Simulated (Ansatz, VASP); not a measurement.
## Two plane-wave programs on Mg

The input INCAR:

```
PREC = Accurate
ENCUT = 520
EDIFF = 1E-6
ISMEAR = 1
SIGMA = 0.05
LREAL = False
LASPH = True
NELM = 80
ALGO = Normal
ISIF = 2
LWAVE = False
LCHARG = False
GGA = PE
NBANDS = 7
```

File KPOINTS:

```
Automatic mesh
0
Gamma
  9 9 9
```

File POSCAR:

```
Mg
1.0
    0.0000000000      2.2810536222      2.2810536222
    2.2810536222      0.0000000000      2.2810536222
    2.2810536222      2.2810536222      0.0000000000
Mg
1
Direct
    0.0000000000      0.0000000000      0.0000000000
```

Input for Ansatz:

```yaml
crystal:
  lattice:
    - [0.0, 2.281053622159876, 2.281053622159876]
    - [2.281053622159876, 0.0, 2.281053622159876]
    - [2.281053622159876, 2.281053622159876, 0.0]
  atoms:
    - { symbol: Mg, position: [0.0, 0.0, 0.0] }
basis:
  ecutwfc: 500.0
kpoints:
  mp_grid:
    grid: [9, 9, 9]
hamiltonian:
  pseudopotentials:
    kind: paw
scf:
  occupations:
    method: cold
    width: 0.05
output:
  stress: true
```

This isn't the form of Mg at room conditions, which is hcp.

Alike in both runs: task single point; functional PBE; k mesh 9 × 9 × 9; no spin polarisation.

|  | VASP | Ansatz |
| --- | --- | --- |
| version | VASP 6.6.1 | Ansatz 0.2.0 |
| potentials or method | VASP PAW PBE potentials, release 64 (Mg) | plane waves, PAW |
| plane-wave cutoff (eV) | 520 | 500 |
| occupations | methfessel-paxton of order 1, width 0.05 eV | cold, width 0.05 eV |
| valence electrons in the cell | 2 | 10 |

|  | VASP | Ansatz | Ansatz less VASP |
| --- | --- | --- | --- |
| pressure (GPa) | -1.0 | -0.8 | +0.13 |

The two sets of potentials don't hold the same shells in valence.
